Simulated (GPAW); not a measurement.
# Near-edge structure at the P K edge of BP (F-43m)

Aim: the dependence of the P K near-edge features of BP (F-43m) on volume.

Calculated with GPAW 26.7.0; X-ray absorption from dipole matrix elements to empty bands, plane-wave PAW LDA.

**1. Set-up**

Symmetry: F-43m, No. 216, cubic system. The conventional cell has a = 4.538 Å, b = 4.538 Å, c = 4.538 Å, α = 90.00°, β = 90.00°, γ = 90.00°. P has 4 B at 1.97 Å nearest. Nearest to B lie 4 P at 1.97 Å. Farther neighbours are not listed.

Structure file:

```cif
data_structure
_symmetry_space_group_name_H-M 'P 1'
_symmetry_Int_Tables_number 1
_cell_length_a 3.2089
_cell_length_b 3.2089
_cell_length_c 3.2089
_cell_angle_alpha 60.000
_cell_angle_beta 60.000
_cell_angle_gamma 60.000
_cell_volume 23.36
loop_
_atom_site_label
_atom_site_type_symbol
_atom_site_fract_x
_atom_site_fract_y
_atom_site_fract_z
_atom_site_occupancy
P1 P 0.75000 0.75000 0.75000 1
B2 B 0.00000 0.00000 0.00000 1
```

**2. Ground state of the crystal**

The ground state comes first: it tells whether the system has a gap, which decides how the excited electron is treated.

File scf.py:

```python
import numpy as np
from ase import Atoms
from ase.parallel import parprint, paropen
from gpaw import GPAW, PW, FermiDirac, Mixer, MixerDif, setup_paths
from gpaw.test import gen
setup_paths.insert(0, '.')
gen('P', name='nch1s', xcname='LDA', corehole=(1, 0, 0), write_xml=True)
from gpaw.mpi import world
world.barrier()

atoms = Atoms('PB',
    cell=[[0, 2.269, 2.269],
     [2.269, 0, 2.269],
     [2.269, 2.269, 0]],
    scaled_positions=[[0.75, 0.75, 0.75],
     [0, 0, 0]],
    pbc=True)
atoms.calc = calc = GPAW(legacy_gpaw=True, mode=PW(430, force_complex_dtype=True), xc='LDA', setups={0: 'nch1s'},
    kpts={'size': (9, 9, 9), 'gamma': True}, occupations=FermiDirac(0.05),
    charge=0, mixer=Mixer(0.1, 5, 50), maxiter=150,
    convergence={'density': 0.0001, 'eigenstates': 1e-6}, txt='scf.txt')
energy = atoms.get_potential_energy() + calc.get_reference_energy()
ef = calc.get_fermi_level()
out = dict(energy=energy, fermi=ef, forces=atoms.get_forces().tolist())
parprint(f'all-electron energy {energy:.4f} eV, Fermi level {ef:.4f} eV')
ev = np.array([[calc.get_eigenvalues(k, s) for k in range(len(calc.get_ibz_k_points()))] for s in range(calc.get_number_of_spins())])
out['homo'], out['lumo'], out['counts'] = ev[ev < ef].max(), ev[ev > ef].min(), sorted(set((ev < ef).sum((0, 2)).tolist()))
out['filled'] = (ev[:, 0] < ef).sum(1).tolist()
import json
with paropen('out.json', 'w') as f:
    json.dump(out, f)
```

On the command line:

```bash
OMP_NUM_THREADS=1 mpirun -n 4 gpaw python scf.py
```

Numbers of over 12 decimals in the logs are rounded to 6 here.

The log of the run:

```text
Input parameters:
  convergence: {density: 0.0001,
                eigenstates: 1e-06}
  kpts: {gamma: True,
         size: (9, 9, 9)}
  maxiter: 150
  mixer: {backend: pulay,
          beta: 0.1,
          method: separate,
          nmaxold: 5,
          weight: 50}
  mode: {ecut: 430.0,
         force_complex_dtype: True,
         name: pw}
  occupations: {fixmagmom: False,
                name: fermi-dirac,
                width: 0.05}
  setups: {0: nch1s}

Initialize ...

[... PAW data sets ...]

Reference energy: -9935.220094  # eV

Spin-paired calculation

[... convergence settings ...]
Symmetries present (total): 24
  [... symmetry matrices ...]

729 k-points: 9 x 9 x 9 Monkhorst-Pack grid
35 k-points in the irreducible part of the Brillouin zone
       k-points in crystal coordinates                weights
   0:     0.00000000    0.00000000    0.00000000          1/729
   1:     0.11111111    0.11111111    0.00000000          6/729
   2:     0.11111111    0.11111111    0.11111111          8/729
   3:     0.22222222    0.11111111    0.11111111         12/729
   4:     0.22222222    0.22222222    0.00000000          6/729
   5:     0.22222222    0.22222222    0.11111111         24/729
   6:     0.22222222    0.22222222    0.22222222          8/729
   7:     0.33333333    0.22222222    0.11111111         24/729
   8:     0.33333333    0.22222222    0.22222222         24/729
   9:     0.33333333    0.33333333   -0.33333333         12/729
          ...
  34:     0.44444444    0.44444444    0.44444444          8/729

Wave functions: Plane wave expansion
  Cutoff energy: 430.000 eV
  Number of coefficients (min, max): 459, 495
  Pulay-stress correction: 0.000000 eV/Ang^3 (de/decut=0.000000)
  Using FFTW library
  Wavefunction extrapolation:
    Improved wavefunction reuse through dual PAW basis

Occupation numbers: Fermi-Dirac:
  width: 0.0500  # eV

Eigensolver
   Davidson(niter=2)

Densities:
  Coarse grid: 16*16*16 grid
  Fine grid: 32*32*32 grid
  Total Charge: 0.000000

Density mixing:
  Method: separate
  Backend: pulay
  Linear mixing parameter: 0.1
  old densities: 5
  Width of damping distribution: 1.1
  Damping of long wavelength oscillations: 50

[... Hamiltonian set-up ...]
Number of atoms: 2
Number of atomic orbitals: 8
Number of bands in calculation: 8
Number of valence electrons: 8
Bands to converge: occupied

... initialized

Initializing position-dependent things.

Density initialized from atomic densities
Creating initial wave functions:
  8 bands from LCAO basis set

                  P

       B

Atomic positions and initial magnetic moments

Positions:
   0 P      3.403500    3.403500    3.403500    ( 0.0000,  0.0000,  0.0000)
   1 B      0.000000    0.000000    0.000000    ( 0.0000,  0.0000,  0.0000)

Unit cell:
           periodic     x           y           z      points  spacing
  1. axis:    yes    0.000000    2.269000    2.269000    16     0.1638
  2. axis:    yes    2.269000    0.000000    2.269000    16     0.1638
  3. axis:    yes    2.269000    2.269000    0.000000    16     0.1638

  Lengths:   3.208851   3.208851   3.208851
  Angles:   60.000000  60.000000  60.000000

Effective grid spacing dv^(1/3) = 0.1787

iter:   1   -15.057850
iter:   2   -14.821126   -1.60  -0.70
iter:   3   -14.373235   -1.31  -0.77
iter:   4   -14.353280   -2.67  -1.25
iter:   5   -14.352663   -2.21  -1.45
iter:   6   -14.343990   -3.09  -1.66
iter:   7   -14.341847   -3.78  -2.01
iter:   8   -14.341777c  -4.34  -2.68
iter:   9   -14.341781c  -4.91  -3.04
iter:  10   -14.341749c  -5.55  -2.96
iter:  11   -14.341749c  -6.97c -4.08c

Converged after 11 iterations.

Dipole moment: (3.569480, 3.569480, 3.569480) |e|*Ang

Energy contributions relative to reference atoms: (reference = -9935.220094)

Kinetic:        +13.593263
Potential:      -11.799395
External:        +0.000000
XC:             -16.108579
Entropy (-ST):   -0.000000
Local:           -0.027038
SIC:             +0.000000
--------------------------
Free energy:    -14.341749
Extrapolated:   -14.341749

Showing only first 2 kpts
 Kpt  Band  Eigenvalues  Occupancy
  0     2      8.00541    1.99998
  0     3      8.00541    1.99998
  0     4     11.38340    0.00000
  0     5     11.38340    0.00000

  1     2      7.01598    2.00000
  1     3      7.06764    2.00000
  1     4     10.85134    0.00000
  1     5     12.68865    0.00000

Fermi level: 8.58915

Gap: 1.206 eV
Transition (v -> c):
  (s=0, k=0, n=3, [0.00, 0.00, 0.00]) -> (s=0, k=30, n=4, [0.44, 0.44, 0.00])
Direct/indirect transitions are different
Direct gap: 3.378 eV
Transition at: (s=0, k=0, n=3, [0.00, 0.00, 0.00])

Forces in eV/Ang:
  0 P     0.00000   -0.00000    0.00000
  1 B     0.00000   -0.00000   -0.00000
Scalar-relativistic atomic LDA calculation for P (Phosphorus, Z=15)
Core hole in 1s state (1s occupation: 2.0)
450 radial gridpoints.
|------------------------------------------------|
|------------------------------------------------|
[... the atom generator's iteration count ...]

Energy contributions:
-------------------------
Kinetic:     +341.479749
XC:           -21.839194
Potential:   -660.402537
-------------------------
Total:       -340.761981

state      eigenvalue         ekin         rmax
-----------------------------------------------
1s^2.0 :   -76.281580   106.327718        0.068
2s^2.0 :    -6.362337    15.621703        0.420
2p^6.0 :    -4.575935    14.804944        0.354
3s^2.0 :    -0.515028     2.181743        1.565
3p^3.0 :    -0.205646     1.462587        1.827
-----------------------------------------------
(units: Bohr and Hartree)

Generating PAW setup
Kinetic energy of the core from tauc = 333.550059
Cutoffs:
rc(s)=1.800
rc(p)=1.800
rc(d)=1.800
rc(vbar)=1.620
rc(comp)=1.800
rc(nct)=1.800

Kinetic energy of the core states: 332.728503
Charge: 0.0
Core electrons: 10.0
Valence electrons: 5.0
Pseudo-core charge: 0.181656
Shape function alpha=3.086
Pseudo-electron charge 5.454854
state    eigenvalue         norm
--------------------------------
3s(2) :    -0.515028     1.126397
*s    :     0.484972
3p(3) :    -0.205646     1.006802
*p    :     0.794354
*d    :     0.000000
--------------------------------

Diagonalizing with gridspacing h=0.050

state   all-electron     PAW
-------------------------------
3s:      -0.515028    -0.515337
3p:      -0.205646    -0.205904
*d:                    0.038554
*f:                    0.072541
-------------------------------
all-electron energy -9949.5618 eV, Fermi level 8.5891 eV
```

Run time: 3.2 s. Hardware: 4 MPI ranks of Arm Neoverse V1, shared host; peak memory 0.15 GiB; 12 s of CPU time.

The mesh shows a gap of 1.21 eV, so the hole is first treated in a charged cell, without the excited electron.

**3. Supercell without a hole, the energy reference**

The photon energy needs a difference of total energies, so the cell and mesh of the coming hole run are first run without a hole.

scf.py: that of step 2 with these lines changed.

```diff
@@ -10,11 +10,21 @@
 
-atoms = Atoms('PB',
-    cell=[[0, 2.269, 2.269],
-     [2.269, 0, 2.269],
-     [2.269, 2.269, 0]],
-    scaled_positions=[[0.75, 0.75, 0.75],
-     [0, 0, 0]],
+atoms = Atoms('P6B6',
+    cell=[[2.269, 4.538, 2.269],
+     [4.538, -2.269, -2.269],
+     [2.269, 2.269, -4.538]],
+    scaled_positions=[[0.125, 0.375, 0.625],
+     [0.625, 0.54166667, 0.79166667],
+     [0.125, 0.70833333, 0.95833333],
+     [0.625, 0.875, 0.125],
+     [0.125, 0.04166667, 0.29166667],
+     [0.625, 0.20833333, 0.45833333],
+     [0, 0, 0],
+     [0.5, 0.16666667, 0.16666667],
+     [0, 0.33333333, 0.33333333],
+     [0.5, 0.5, 0.5],
+     [0, 0.66666667, 0.66666667],
+     [0.5, 0.83333333, 0.83333333]],
     pbc=True)
 atoms.calc = calc = GPAW(legacy_gpaw=True, mode=PW(430, force_complex_dtype=True), xc='LDA', setups={0: 'nch1s'},
-    kpts={'size': (9, 9, 9), 'gamma': True}, occupations=FermiDirac(0.05),
+    kpts={'size': (3, 4, 4), 'gamma': True}, occupations=FermiDirac(0.02),
     charge=0, mixer=Mixer(0.1, 5, 50), maxiter=150,
```

The log of the run:

```text
Input parameters:
  convergence: {density: 0.0001,
                eigenstates: 1e-06}
  kpts: {gamma: True,
         size: (3, 4, 4)}
  maxiter: 150
  mixer: {backend: pulay,
          beta: 0.1,
          method: separate,
          nmaxold: 5,
          weight: 50}
  mode: {ecut: 430.0,
         force_complex_dtype: True,
         name: pw}
  occupations: {fixmagmom: False,
                name: fermi-dirac,
[...]
--------------------------------
3s(2) :    -0.515028     1.126397
*s    :     0.484972
3p(3) :    -0.205646     1.006802
*p    :     0.794354
*d    :     0.000000
--------------------------------

Diagonalizing with gridspacing h=0.050

state   all-electron     PAW
-------------------------------
3s:      -0.515028    -0.515337
3p:      -0.205646    -0.205904
*d:                    0.038554
*f:                    0.072541
-------------------------------
all-electron energy -59697.3716 eV, Fermi level 8.6094 eV
[key lines of the parts left out:]
Converged after 17 iterations.
Dipole moment: (-6.215468, -8.986331, -6.215468) |e|*Ang
Free energy:    -86.051040
Fermi level: 8.60939
```

Elapsed: 18 s, on 4 MPI ranks; peak memory 0.22 GiB; 70 s of CPU time.

Reference energy: -59697.372 eV with the cores included.

[end of part 1 of 3]

[Banner, clock and machine lines of the logs are left out without a mark of their own.]

[Logs are printed without paths, hosts, clocks, repeated set-up lines and the standing remarks that a program may print on its own settings, such as how far it seeks lower states.]

[Hosts, paths, dates, database ids (printed as entryN), source tags and the programs' standing remarks are cut or masked in the printed files.]

[Lists of maxima count a maximum above −3 eV only where it reaches 4 % of the highest in the window and stands out from its surroundings by 2 % of it (1.5 % where it reaches 55 %); shoulders and weaker maxima are passed over, and of the rest the first, up to two pre-edge ones and the few strongest are named.]
